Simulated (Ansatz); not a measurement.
Least gaps of 6 solids at two levels of theory, each on its r2SCAN cell, computed with the PAW code Ansatz; one solid is withheld. Hybrids mostly run on coarser meshes. The set is drawn from solids with one anion, without Pb, Bi, Tl or Hg, whose band edges agree at both levels. Calculated for a static, non-magnetic cell.

```tsv
solid	PBE (eV)	HSE06 (eV)	edges, PBE
GaN (zincblende)	1.76	3.01	Γ
GaN (wurtzite)	1.93	3.20	Γ
AlN (zincblende)	3.33	4.55	Γ → X
AlN (wurtzite)	4.23	5.60	Γ
BN (wurtzite)	5.21	6.53	Γ → K
```

Fit a straight line y = a x + b, with x the PBE gap and y the HSE06 gap.
n = 5, Σx = 16.460, Σy = 22.890, Σx² = 62.948, Σxy = 84.334. Then a = (nΣxy − ΣxΣy)/(nΣx² − (Σx)²) = 1.025 and b = (Σy − aΣx)/n = +1.204 eV. The standard error of a is 0.018, and the residuals are GaN 0.00, GaN +0.02, AlN -0.07, AlN +0.06, BN -0.01 eV.

BN (zincblende) has a PBE gap of 4.48 eV. Predict its HSE06 gap.
1.025 × 4.48 + (1.204) = 5.80 eV; the run gives 5.79 eV. The miss, -0.01 eV, is within the scatter of the fitted rows (largest residual 0.07 eV).

Is the correction a rigid shift, or does it grow with the gap?
The slope, 1.025 ± 0.018, can't be told from one, so these rows are served by a rigid shift of +1.29 eV. The row-by-row corrections run from +1.22 to +1.37 eV.

The meshes of the hybrids are coarse, so their gaps aren't converged to the digits shown.
